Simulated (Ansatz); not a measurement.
# F (bcc type): how the settings move a single-point run

Question: which choices in the input matter for F (bcc type)?

Program: Ansatz 0.2.0. Level of theory: reference: DFT, PBE, norm-conserving pseudopotentials, Ansatz's default files, scalar-relativistic. These are calculated values, not measurements.

## Step 1: The structure to begin with

Symmetry: Im-3m, No. 229, cubic system. The conventional cell has a = 2.059 Å, b = 2.059 Å, c = 2.059 Å, α = 90.00°, β = 90.00°, γ = 90.00°. Around F (site symmetry m-3m) lie 8 F at 1.78 Å.

Structure file:

```cif
data_structure
_symmetry_space_group_name_H-M 'P 1'
_symmetry_Int_Tables_number 1
_cell_length_a 1.7831
_cell_length_b 1.7831
_cell_length_c 1.7831
_cell_angle_alpha 109.471
_cell_angle_beta 109.471
_cell_angle_gamma 109.471
_cell_volume 4.36
loop_
_atom_site_label
_atom_site_type_symbol
_atom_site_fract_x
_atom_site_fract_y
_atom_site_fract_z
_atom_site_occupancy
F1 F 0.00000 0.00000 0.00000 1
```

## Step 2: Reference

Input file input.yaml:

```yaml
crystal:
  lattice:
    - [-1.0294772991, 1.0294772991, 1.0294772991]
    - [1.0294772991, -1.0294772991, 1.0294772991]
    - [1.0294772991, 1.0294772991, -1.0294772991]
  atoms:
    - { symbol: F, position: [0.0, 0.0, 0.0] }
kpoints:
  mp_grid: { grid: [18, 18, 18] }
scf:
  occupations: { method: fermi_dirac, width: 0.08 }
hamiltonian:
  xc: pbe
  pseudopotentials: { kind: nc }
output:
  forces: true
  stress: true
  eigenvalues: true
```

Run with:

```
> ansatz run input.yaml --threads 1 --pin off --max-ram 2048MiB --backend cpu --events-out ev --progress --plain --runs-dir out
```

## Step 3: Changing settings: starting moments, chi_scale 0.0, spin_polarized true

Changes to input.yaml since step 2:

```diff
@@ -6,3 +6,3 @@
   atoms:
-    - { symbol: F, position: [0.0, 0.0, 0.0] }
+    - { symbol: F, position: [0.0, 0.0, 0.0], spin: 0.2 }
 kpoints:
@@ -11,2 +11,3 @@
   occupations: { method: fermi_dirac, width: 0.08 }
+  initial_density: { chi_scale: 0.0 }
 hamiltonian:
@@ -18 +19,3 @@
   eigenvalues: true
+magnetization:
+  spin_polarized: true
```

Q: Predict the outcome of this session. Wanted: for each run, ending; energy change; pressure; abs. moment; force.

The runs gave:

| run | ending | energy change | pressure (GPa) | abs. moment (μB) | force (eV/Å) | cycles | time |
| --- | --- | --- | --- | --- | --- | --- | --- |
| reference | converged | 0 | 380.3 | 0.00 | 0.00 | 6 | 2.7 s |
| 1: starting moments, chi_scale 0.0, spin_polarized true | converged | -10.0 meV/atom | 383.9 | 0.45 | 0.00 | 14 | 8.8 s |

Residual by cycle in the longest SCF loop of each run; runs are numbered as in the table. The quantity is the density residual dr2, in eV.

```csv
cycle,reference,run 1
1,0.297,0.298
2,0.012,0.0789
3,4.9e-4,0.00124
5,6.4e-9,1.6e-5
6,1.5e-10,5.2e-5
7,-,6.9e-5
8,-,1.9e-5
9,-,2.0e-7
10,-,1.4e-6
12,-,4.1e-8
13,-,2.6e-9
14,-,8.4e-11
```

**Reading.** Changing the spin polarisation and start moves the energy by -10.0 meV/atom, and the pressure goes from 380.3 to 383.9 GPa and the absolute moment goes from 0.00 to 0.45 μB. The runs ended in different states; this one is the lower. Cost: 14 SCF cycles against 6, 8.8 s against 2.7 s. The structure is not at rest: the sound run finds 380 GPa, so these are no properties of the relaxed crystal. 
